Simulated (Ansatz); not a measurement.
# GdN (P6_3/mmc) at 2 levels of theory

One geometry, relaxed with PBE; plane waves with PAW potentials in Ansatz, scalar-relativistic unless the row names spin-orbit coupling. Collinear spin, ending at 0.0 μB a primitive cell. Gaps are the least over mesh and band path; pressure is positive in compression.

Space group P6_3/mmc (No. 194). a = 4.082 Å, b = 4.082 Å, c = 5.015 Å, α = 90.00°, β = 90.00°, γ = 120.00°
| atom | site | symmetry | x | y | z |
| --- | --- | --- | --- | --- | --- |
| Gd | 2d | -6m2 | 0.6667 | 0.3333 | 0.2500 |
| N | 2c | -6m2 | 0.6667 | 0.3333 | 0.7500 |

| level | cutoff (eV) | k mesh | gap (eV) | pressure (GPa) | largest moment (μB) |
| --- | --- | --- | --- | --- | --- |
| PBE | 420 | 12×12×6 | 0.75 | 0.0 | 6.80 |

Task: What comes out on the same cell with PBE with spin-orbit coupling?

Result:
```json
{"level": "PBE with spin-orbit coupling", "cutoff (eV)": "420", "k mesh": "12×12×6", "gap (eV)": "0.73", "pressure (GPa)": "-0.2", "largest moment (μB)": "6.59"}
```

Spin-orbit coupling matters for the bands of heavy elements and enters only rows that name it.

It was reached by relaxing an invented guess, and it needn't be the stable form of this composition. The 4f shell has no Hubbard U here.
